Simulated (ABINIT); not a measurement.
# PbSe (Clausthalite) (Fm-3m) in ABINIT: reference runs

Reference runs on PbSe (Clausthalite): the cell as given and a disturbed copy.

Program: ABINIT 10.8.3 (patched build). These are calculated values, not measurements. Logs are shortened: lines on timing, memory, paths and dates and some standing lists are left out, and cuts for length are marked. The log counts tension as positive stress, the text compression.

**What was measured.**

From a printed reference work, monograph, for a bulk crystal of PbSe at 4.2 K: band gap 0.15 eV (direct).

The results are compared with them further down.

## 1. The structure

It takes space group Fm-3m (No. 225, cubic). The conventional cell has a = 6.121 Å, b = 6.121 Å, c = 6.121 Å, α = 90.00°, β = 90.00°, γ = 90.00°. Pb (site symmetry m-3m) has 6 Se at 3.06 Å as nearest neighbours. Se (site symmetry m-3m) has 6 Pb at 3.06 Å as nearest neighbours.

## 2. Single point, PBE

run.abi reads:

```
# Pseudopotentials
pp_dirpath "./"
pseudos "Pb.GGA_PBE-JTH.xml, Se.GGA_PBE-JTH.xml"

# Structure
acell 3*1.0
rprim
     0.0000000000     5.7837902633     5.7837902633
     5.7837902633     0.0000000000     5.7837902633
     5.7837902633     5.7837902633     0.0000000000
ntypat 2
znucl 82 34
natom 2
typat 1 2
xred
     0.0000000000     0.0000000000     0.0000000000
     0.5000000000     0.5000000000     0.5000000000

# Plane-wave basis
ecut 22.0
pawecutdg 44.0

# k points
kptopt 1
ngkpt 8 8 8
nshiftk 1
shiftk 0.0 0.0 0.0

# Exchange and correlation
ixc 11

# Bands and occupations
nband 14
occopt 3
tsmear 0.05 eV

# SCF cycle
nstep 100
tolvrs 1.0e-9

# Output
iomode 3
prtwf 0
prtden 0
prteig 0
prtebands 0
enunit 1
```

Potentials or basis: JTH PAW PBE v2.0.

Launch:

```console
$ abinit run.abi > log 2>&1
```

run.abo:

```text
.Version 10.8.3 of ABINIT
 Symmetries : space group Fm -3 m (#225); Bravais cF (face-center cubic)
================================================================================
 Values of the parameters that define the memory need of the present run
     intxc =       0    ionmov =       0      iscf =      17    lmnmax =      18
     lnmax =       6     mgfft =      36  mpssoang =       3    mqgrid =    3001
     natom =       2  nloc_mem =       2    nspden =       1   nspinor =       1
    nsppol =       1      nsym =      48    n1xccc =       1    ntypat =       2
    occopt =       3   xclevel =       2
       mpw =        1924          nfft =       46656          nkpt =          29
 PAW method is used; the additional fine FFT grid is defined by:
   mgfftf=        50    nfftf =    125000
================================================================================
================================================================================

--------------------------------------------------------------------------------
------------- Echo of variables that govern the present computation ------------
--------------------------------------------------------------------------------
 -outvars: echo values of preprocessed input variables --------
            acell      1.0000000000E+00  1.0000000000E+00  1.0000000000E+00 Bohr
              amu      2.07200000E+02  7.89600000E+01
             ecut      2.20000000E+01 Hartree
           enunit           1
              ixc          11
         kptrlatt        8    0    0      0    8    0      0    0    8
          kptrlen      6.54361171E+01
            natom           2
            nband          14
            ngfft          36      36      36
          ngfftdg          50      50      50
             nkpt          29
            nstep         100
             nsym          48
           ntypat           2
           occopt           3
        pawecutdg      4.40000000E+01 Hartree
         pawxcdev           0
           prtden           0
        prtebands           0
           prteig           0
            prtwf           0
            rprim      0.0000000000E+00  5.7837902633E+00  5.7837902633E+00
                       5.7837902633E+00  0.0000000000E+00  5.7837902633E+00
                       5.7837902633E+00  5.7837902633E+00  0.0000000000E+00
          spgroup         225
           tolvrs      1.00000000E-09
           tsmear      1.83746611E-03 Hartree
            typat      1  2
           useylm           1
           xangst      0.0000000000E+00  0.0000000000E+00  0.0000000000E+00
                       3.0606499979E+00  3.0606499979E+00  3.0606499979E+00
            xcart      0.0000000000E+00  0.0000000000E+00  0.0000000000E+00
                       5.7837902633E+00  5.7837902633E+00  5.7837902633E+00
             xred      0.0000000000E+00  0.0000000000E+00  0.0000000000E+00
                       5.0000000000E-01  5.0000000000E-01  5.0000000000E-01
            znucl       82.00000   34.00000

================================================================================

[... 129 lines left out ...]
    1       0.000000000000      0.000000000000      0.000000000000
    2       0.000000000000      0.000000000000      0.000000000000

 cartesian coordinates (angstrom) at end:
    1      0.00000000000000     0.00000000000000     0.00000000000000
    2      3.06064999790464     3.06064999790464     3.06064999790464

 cartesian forces (hartree/bohr) at end:
    1     -0.00000000000000    -0.00000000000000    -0.00000000000000
    2     -0.00000000000000    -0.00000000000000    -0.00000000000000
 frms,max,avg= 0.0000000E+00 0.0000000E+00   0.000E+00  0.000E+00  0.000E+00 h/b

 cartesian forces (eV/Angstrom) at end:
    1     -0.00000000000000    -0.00000000000000    -0.00000000000000
    2     -0.00000000000000    -0.00000000000000    -0.00000000000000
 frms,max,avg= 0.0000000E+00 0.0000000E+00   0.000E+00  0.000E+00  0.000E+00 e/A
 length scales=  1.000000000000  1.000000000000  1.000000000000 bohr
              =  0.529177210544  0.529177210544  0.529177210544 angstroms
 Fermi (or HOMO) energy (eV) =   4.05769   Average Vxc (eV)=  -9.28121
 Eigenvalues (   eV  ) for nkpt=  29  k points:
 kpt#   1, nband= 14, wtk=  0.00195, kpt=  0.0000  0.0000  0.0000 (reduced coord)
 -12.92257  -12.92257  -12.92257  -12.91435  -12.91435   -9.68257   -2.39749    2.03279
   2.03279    2.03279    8.63581    8.63581    8.63581   10.46057
 prteigrs : prtvol=0 or 1, do not print more k-points.

--- !EnergyTerms
iteration_state     : {dtset: 1, }
comment             : Components of total free energy in Hartree
kinetic             :  8.41940512861783E+00
hartree             :  2.08714380798575E+01
xc                  : -8.81984526877576E+00
Ewald energy        : -5.38904018425376E+01
psp_core            :  2.82920313683413E+00
local_psp           : -6.60020312954021E+01
PAW spherical_terms :  2.57693574480998E+01
internal            : -7.08228746133062E+01
'-kT*entropy'       : -1.21850030338477E-05
total_energy        : -7.08228867983092E+01
total_energy_eV     : -1.92718892772418E+03
...

--- !EnergyTermsDC
iteration_state     : {dtset: 1, }
comment             : '"Double-counting" decomposition of free energy'
band_energy         : -5.34382949285104E+00
Ewald energy        : -5.38904018425376E+01
psp_core            :  2.82920313683413E+00
xc_dc               : -2.34237749531458E+01
PAW spherical_terms :  9.00592716284140E+00
internal            : -7.08228759888589E+01
'-kT*entropy'       : -1.21850030338477E-05
total_energy_dc     : -7.08228881738619E+01
total_energy_dc_eV  : -1.92718896515488E+03
...

--- !EnergyTermsWithPAWCore
iteration_state     : {dtset: 1, }
comment             : 'Components of total free energy, including PAW core contributions'
Total energy        : -2.33121701408985E+04
Total energy DC     : -2.33121701422740E+04
Total energy (eV)   : -6.34356465936013E+05
Total energy DC (eV): -6.34356465973444E+05
...

 Cartesian components of stress tensor (hartree/bohr^3)
  sigma(1 1)= -8.30298363E-05  sigma(3 2)=  0.00000000E+00
  sigma(2 2)= -8.30298363E-05  sigma(3 1)=  0.00000000E+00
  sigma(3 3)= -8.30298363E-05  sigma(2 1)=  0.00000000E+00

-Cartesian components of stress tensor (GPa)         [Pressure=  2.4428E+00 GPa]
- sigma(1 1)= -2.44282212E+00  sigma(3 2)=  0.00000000E+00
- sigma(2 2)= -2.44282212E+00  sigma(3 1)=  0.00000000E+00
- sigma(3 3)= -2.44282212E+00  sigma(2 1)=  0.00000000E+00

== END DATASET(S) ==============================================================
================================================================================

 -outvars: echo values of variables after computation  --------
            acell      1.0000000000E+00  1.0000000000E+00  1.0000000000E+00 Bohr
           etotal     -7.0822888174E+01
            fcart     -0.0000000000E+00 -0.0000000000E+00 -0.0000000000E+00
                      -0.0000000000E+00 -0.0000000000E+00 -0.0000000000E+00
            rprim      0.0000000000E+00  5.7837902633E+00  5.7837902633E+00
                       5.7837902633E+00  0.0000000000E+00  5.7837902633E+00
                       5.7837902633E+00  5.7837902633E+00  0.0000000000E+00
           strten     -8.3029836263E-05 -8.3029836263E-05 -8.3029836263E-05
                       0.0000000000E+00  0.0000000000E+00  0.0000000000E+00
           xangst      0.0000000000E+00  0.0000000000E+00  0.0000000000E+00
                       3.0606499979E+00  3.0606499979E+00  3.0606499979E+00
             xred      0.0000000000E+00  0.0000000000E+00  0.0000000000E+00
                       5.0000000000E-01  5.0000000000E-01  5.0000000000E-01
 Calculation completed.
```

Wall time 31 s (1 thread of Arm Neoverse V2, shared host); peak memory 0.13 GiB.

What came out:

| Item | Value |
| --- | --- |
| Free energy | -1927.1890 eV |
| Pressure | 2.4 GPa |
| Band gap on the k mesh | 0.29 eV, direct |
| Valence electrons inside the program's atomic spheres | Pb 11.32; Se 3.92 |

Levels at points of the mesh, in eV from the valence-band top:
```csv
k point,band 8,band 9,band 10,band 11,band 12,band 13
"(0.00, 0.00, 0.00)",-1.88,-1.88,-1.88,4.72,4.72,4.72
"(0.50, 0.00, 0.00)",-1.46,-1.46,0.00,0.29,1.69,1.69
"(0.50, 0.50, 0.00)",-4.99,-3.24,-3.24,3.71,5.61,5.61
```

Caveat: spin-orbit coupling is left out, which as a rule narrows the gap of such compounds by several tenths of an eV.

## 3. Single point, PBE

run.py reads:

```python
import json, os
import numpy as np
from ase.units import GPa
from ase.calculators.abinit import Abinit, AbinitProfile
from ase import Atoms

atoms = Atoms(['Pb', 'Se'],
              cell=[[0.0, 3.06065, 3.06065], [3.06065, 0.0, 3.06065], [3.06065, 3.06065, 0.0]],
              scaled_positions=[[0.0, 0.0, 0.0], [0.5, 0.5, 0.5]],
              pbc=True)

profile = AbinitProfile(command='abinit', pp_paths=[os.path.abspath('pseudos')])
params = dict(
    pps='pawxml', xc='PBE',
    ecut=598.6505,
    pawecutdg=1197.301,
    kptopt=1,
    ngkpt=[8, 8, 8],
    nshiftk=1,
    shiftk=[0.0, 0.0, 0.0],
    ixc=11,
    nband=14,
    occopt=3,
    tsmear=0.05,
    nstep=100,
    tolvrs=1e-09,
    prtwf=0,
    prtden=0,
)

atoms.calc = Abinit(profile=profile, directory='run', **params)
energy = atoms.get_potential_energy()
forces = atoms.get_forces()
stress = atoms.get_stress()
print(f'energy {energy:.6f} eV')
print('forces (eV/A)')
print(np.round(forces, 5))
print('stress (GPa, Voigt, tension positive)', np.round(stress / GPa, 4))
json.dump(dict(energy=energy, forces=forces.tolist(), stress=stress.tolist(), cell=atoms.cell.tolist(), frac=atoms.get_scaled_positions(wrap=False).tolist()), open('results.json', 'w'))
```

Potentials or basis: JTH PAW PBE v2.0.

Launch:

```console
$ python run.py
```

It took 32 s on 1 thread of Arm Neoverse V2, shared host; peak memory 0.13 GiB.

It converged, with:

```yaml
Free_energy: -1927.1890 eV
Pressure: 2.4 GPa
Band_gap_on_the_k_mesh: 0.29 eV, direct
Valence_electrons_inside_the_program's_atomic_spheres: Pb 11.32; Se 3.92
```

Levels at points of the mesh, in eV from the valence-band top:
| k point | band 6 | band 7 | band 8 | band 9 | band 10 | band 11 | band 12 | band 13 | band 14 |
| --- | --- | --- | --- | --- | --- | --- | --- | --- | --- |
| (0.00, 0.00, 0.00) | -13.60 | -6.31 | -1.88 | -1.88 | -1.88 | 4.72 | 4.72 | 4.72 | 6.55 |
| (0.50, 0.00, 0.00) | -12.53 | -8.81 | -1.46 | -1.46 | 0.00 | 0.29 | 1.69 | 1.69 | 8.58 |
| (0.50, 0.50, 0.00) | -12.16 | -7.40 | -4.99 | -3.24 | -3.24 | 3.71 | 5.61 | 5.61 | 6.04 |

Caveat: spin-orbit coupling is left out, which as a rule narrows the gap of such compounds by several tenths of an eV.

## 4. Single point, PBE (atoms moved at random, drawn with an rms of 0.05 Å)

run.abi reads:

```
pp_dirpath "./"
pseudos "Pb.GGA_PBE-JTH.xml, Se.GGA_PBE-JTH.xml"

acell 3*1.0 Angstrom
rprim
     0.0000000000     3.0606500000     3.0606500000
     3.0606500000     0.0000000000     3.0606500000
     3.0606500000     3.0606500000     0.0000000000
ntypat 2
znucl 82 34
natom 2
typat 1 2
xcart
    -0.0217875379    -0.0164838023    -0.0313076567
     5.7415338917     5.7594231550     5.8016216887
chkprim 0
chksymtnons 0
tolsym 1.0e-6

ecut 598.650497 eV
pawecutdg 44.0

kptopt 1
ngkpt 8 8 8
nshiftk 1
shiftk 0.0 0.0 0.0

ixc 11

nband 14
occopt 3
tsmear 0.05 eV

nstep 100
tolvrs 1.0e-9

iomode 3
prtwf 0
prteig 0
prtebands 0
prtden 1
prtvha 1
prtvclmb 1
prtpot 1
```

Potentials or basis: JTH PAW PBE v2.0.

Launch:

```console
$ abinit run.abi > log 2>&1
```

run.abo:

```text
.Version 10.8.3 of ABINIT
 Symmetries : space group P1 (#  1); Bravais aP (primitive triclinic)
================================================================================
 Values of the parameters that define the memory need of the present run
     intxc =       0    ionmov =       0      iscf =      17    lmnmax =      18
     lnmax =       6     mgfft =      36  mpssoang =       3    mqgrid =    3001
     natom =       2  nloc_mem =       2    nspden =       1   nspinor =       1
    nsppol =       1      nsym =       1    n1xccc =       1    ntypat =       2
    occopt =       3   xclevel =       2
       mpw =        1924          nfft =       46656          nkpt =         260
 PAW method is used; the additional fine FFT grid is defined by:
   mgfftf=        50    nfftf =    125000
================================================================================
================================================================================

--------------------------------------------------------------------------------
------------- Echo of variables that govern the present computation ------------
--------------------------------------------------------------------------------
 -outvars: echo values of preprocessed input variables --------
            acell      1.8897261259E+00  1.8897261259E+00  1.8897261259E+00 Bohr
              amu      2.07200000E+02  7.89600000E+01
          chkprim           0
      chksymtnons           0
             ecut      2.20000000E+01 Hartree
                       outvar_i_n : Printing only first  50 k-points.
              ixc          11
                       outvar_i_n : Printing only first  50 k-points.
[... 222 lines left out ...]
'-kT*entropy'       : -1.11901954081456E-05
total_energy_dc     : -7.08228798634427E+01
total_energy_dc_eV  : -1.92718873901685E+03
...

--- !EnergyTermsWithPAWCore
iteration_state     : {dtset: 1, }
comment             : 'Components of total free energy, including PAW core contributions'
Total energy        : -2.33121701334564E+04
Total energy DC     : -2.33121701339636E+04
Total energy (eV)   : -6.34356465733505E+05
Total energy DC (eV): -6.34356465747306E+05
...

 Cartesian components of stress tensor (hartree/bohr^3)
  sigma(1 1)= -8.31767529E-05  sigma(3 2)=  1.11311798E-08
  sigma(2 2)= -8.30326883E-05  sigma(3 1)=  4.89300144E-08
  sigma(3 3)= -8.39907594E-05  sigma(2 1)= -1.90615766E-08

-Cartesian components of stress tensor (GPa)         [Pressure=  2.4537E+00 GPa]
- sigma(1 1)= -2.44714456E+00  sigma(3 2)=  3.27490615E-04
- sigma(2 2)= -2.44290603E+00  sigma(3 1)=  1.43957073E-03
- sigma(3 3)= -2.47109346E+00  sigma(2 1)= -5.60810944E-04

== END DATASET(S) ==============================================================
================================================================================

 -outvars: echo values of variables after computation  --------
            acell      1.8897261259E+00  1.8897261259E+00  1.8897261259E+00 Bohr
           etotal     -7.0822879863E+01
            fcart     -1.1857547165E-04 -4.4866533694E-05  2.8880173961E-04
                       1.1857547165E-04  4.4866533694E-05 -2.8880173961E-04
            rprim      0.0000000000E+00  3.0606500000E+00  3.0606500000E+00
                       3.0606500000E+00  0.0000000000E+00  3.0606500000E+00
                       3.0606500000E+00  3.0606500000E+00  0.0000000000E+00
           strten     -8.3176752873E-05 -8.3032688321E-05 -8.3990759387E-05
                       1.1131179757E-08  4.8930014427E-08 -1.9061576563E-08
           xangst     -1.1529468531E-02 -8.7228525203E-03 -1.6567298441E-02
                       3.0382888891E+00  3.0477554795E+00  3.0700859819E+00
             xred     -2.2480000050E-03 -3.1649999921E-03 -6.0200000158E-04
                       5.0308799966E-01  4.9999499966E-01  4.9269899967E-01
 Calculation completed.
```

It took 4.2 min on 1 thread of Arm Neoverse V2, shared host; peak memory 0.36 GiB.

Results:

| Item | Value |
| --- | --- |
| Free energy | -1927.1887 eV |
| Pressure | 2.5 GPa |
| Largest force | 0.016 eV/Å |
| Band gap on the k mesh | 0.29 eV, direct |
| Valence electrons inside the program's atomic spheres | Pb 11.32; Se 3.93 |

Forces in eV/Å, atoms in the order of the input:
```
Pb  -0.006 -0.002  0.015
Se   0.006  0.002 -0.015
```

Caveat: spin-orbit coupling is left out, which as a rule narrows the gap of such compounds by several tenths of an eV.

## 5. How close it comes

Step 2. Measured gap of PbSe: 0.15 eV (direct; 4.2 K; a printed reference work, monograph). This calculation gives 0.29 eV (+0.14 eV). 2 values of this kind are on record (0.15 to 0.28 eV); this one was drawn at random. Spin-orbit coupling on Pb, Se is left out. The value is that of PBE on a finite k mesh, which can miss the band edges, without temperature or zero-point motion.

Step 3. A measured gap of PbSe is 0.15 eV (direct; 4.2 K; a printed reference work, monograph); the calculated 0.29 eV misses it by +0.14 eV. 2 values of this kind are on record (0.15 to 0.28 eV); this one was drawn at random. Spin-orbit coupling on Pb, Se is left out. The value is that of PBE on a finite k mesh, which can miss the band edges, without temperature or zero-point motion.
